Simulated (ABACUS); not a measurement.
KMgF3:

```
K Mg F
1.0
     3.98590    0.00000    0.00000
     0.00000    3.98590    0.00000
     0.00000    0.00000    3.98590
K Mg F
1 1 3
Direct
  0.50000 0.50000 0.50000
  0.00000 0.00000 0.00000
  0.00000 0.00000 0.50000
  0.00000 0.50000 0.00000
  0.50000 0.00000 0.00000
```

```yaml
Program: ABACUS 3.10.1
Task: single point
Functional: PBE
Potentials_or_basis: PseudoDojo NC SR 0.4.1 PBE standard
Cutoff: 1143 eV
Density_cutoff: 4572 eV
Basis: plane waves
k_mesh: 7 × 7 × 7
Occupations: fermi-dirac, width 0.05 eV
Spin: no spin polarisation
```

On this cell: pressure 3.6 GPa; largest force zero by symmetry; band gap on the k mesh 7.39 eV, indirect (least direct gap 7.68 eV).

The same run follows on a disturbed copy (atoms moved at random, drawn with an rms of 0.05 Å):

```xyz
5
Lattice="3.9859 0.0000 0.0000 0.0000 3.9859 0.0000 0.0000 0.0000 3.9859" Properties=species:S:1:pos:R:3 pbc="T T T"
K     1.9593    2.0783    1.9283
Mg   -0.0074    0.0248    0.0008
F     0.0062    0.0033    2.0532
F    -0.0096    1.9490    0.0388
F     2.0197    0.0325   -0.0110
```

What does the disturbed cell give?

The energy moves by +13.3 meV/atom; pressure 4.2 GPa; largest force 0.797 eV/Å; band gap on the k mesh 7.37 eV, indirect (least direct gap 7.67 eV).

Forces in eV/Å, atoms in the order of the input:
```
K    0.083 -0.177  0.193
Mg   0.210 -0.420  0.345
F    0.024 -0.064 -0.656
F    0.062  0.795  0.000
F   -0.379 -0.134  0.119
```

Stress tensor (GPa, compression positive):
```
 4.03 -0.03  0.02
-0.03  4.30  0.05
 0.02  0.05  4.18
```

Caveats: an odd mesh through Γ misses points on the zone boundary, where band edges often lie.
